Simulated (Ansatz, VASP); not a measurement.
# Ti: VASP beside Ansatz

```xyz
2
Lattice="2.9500 0.0000 0.0000 -1.4750 2.5548 0.0000 0.0000 0.0000 4.6860" Properties=species:S:1:pos:R:3 pbc="T T T"
Ti    0.0000    1.7032    1.1715
Ti    1.4750    0.8516    3.5145
```

Alike in both runs: task relaxation of cell and atoms; functional PBE; k mesh 12 × 12 × 7; occupations fermi-dirac, width 0.05 eV; collinear spin.

```csv
,VASP,Ansatz
version,VASP 6.6.1,Ansatz 0.2.0
potentials or method,"VASP PAW PBE potentials, release 64 (Ti_sv)","plane waves (420 eV) with PAW, scalar-relativistic"
plane-wave cutoff (eV),600,420
valence electrons in the cell,24,24
```

|  | VASP | Ansatz | Ansatz less VASP |
| --- | --- | --- | --- |
| net moment per atom (μB) | 0.00 | 0.00 | 0.000 |
| relaxed volume (Å³/atom) | 17.35 | 17.40 | +0.049 |
| relaxed cell length with the largest relative difference (Å) | 2.936 | 2.939 | +0.0034 |
| energy change over the relaxation (meV/atom) | -2 | -1 | +0.5 |

Ansatz warned: «seeded_moment_not_kept».
